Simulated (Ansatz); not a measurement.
Relaxation of a periodic cell of 23 atoms, Si$_{8}$O$_{15}$ (host SiO2, host structure Pbcn, one O atom removed), to a largest force component of 0.03 eV/Å in at most 60 steps.

These are results of DFT PBE-D3(BJ), scalar-relativistic, plane waves, PAW in Ansatz 0.2.0, not measurements. Settings: PAW set soft_1, cutoff 420 eV, k mesh 2x2x2, fermi-dirac smearing 0.05 eV, no spin polarisation.

```xyz
23
Lattice="0.0000 5.0462 4.4946 4.0970 0.0000 4.4946 4.0970 5.0462 0.0000" Properties=species:S:1:pos:R:3
Si 4.097 5.814 1.124
Si 2.049 1.755 3.371
Si 4.097 4.278 7.866
Si 2.049 3.291 1.124
O 1.091 1.895 4.860
O 3.140 4.418 1.881
O 5.054 4.418 4.860
O 1.091 3.151 2.613
O 5.188 1.895 4.860
O 5.054 5.674 2.613
O 7.237 5.674 4.129
O 3.006 1.895 1.881
Si 4.097 5.814 5.618
Si 6.146 6.801 7.866
Si 4.097 4.278 3.371
Si 6.146 8.337 5.618
O 3.006 8.198 4.129
O 3.140 4.418 6.376
O 0.957 4.418 4.860
O 5.188 8.198 7.108
O 5.054 5.674 7.108
O 3.140 5.674 4.129
O 7.103 6.941 6.376
```

**Question.** Where does it end, and by what steps?

**Answer.** The run converged. Limits of this set-up: coarse k mesh, no spin, though dangling bonds at a vacancy may carry it, a small cell, in which the defect meets its images. After 5 steps the energy has fallen by 0.373 eV; Si16 moved furthest, 0.09 Å.

| step | energy less start (eV) | largest force component (eV/Å) | accepted |
| --- | --- | --- | --- |
| 0 | 0.0000 | 1.242 | yes |
| 1 | -0.2349 | 0.686 | yes |
| 2 | -0.3450 | 0.391 | yes |
| 3 | -0.3653 | 0.150 | yes |
| 4 | -0.3719 | 0.051 | yes |
| 5 | -0.3726 | 0.026 | yes |

```xyz
23
Lattice="0.0000 5.0462 4.4946 4.0970 0.0000 4.4946 4.0970 5.0462 0.0000" Properties=species:S:1:pos:R:3
Si 4.109 5.811 1.139
Si 2.025 1.739 3.382
Si 4.103 4.287 7.871
Si 2.054 3.289 1.128
O 1.084 1.919 4.850
O 3.141 4.448 1.885
O 5.038 4.442 4.863
O 1.136 3.128 2.645
O 5.176 1.954 4.851
O 5.038 5.627 2.618
O 7.248 5.663 4.144
O 2.990 1.934 1.903
Si 4.084 5.805 5.621
Si 6.138 6.820 7.850
Si 4.056 4.218 3.395
Si 6.193 8.328 5.543
O 3.000 8.167 4.136
O 3.158 4.457 6.387
O 0.952 4.459 4.845
O 5.212 8.154 7.080
O 5.047 5.642 7.098
O 3.127 5.639 4.140
O 7.116 6.981 6.367
```

Whether the end is a true minimum wasn't checked by a vibrational analysis.

Run time: 21 s on 1 thread of Intel(R) Xeon(R) 6975P-C (Granite Rapids), with other jobs on the host, peak memory 0.53 GiB.
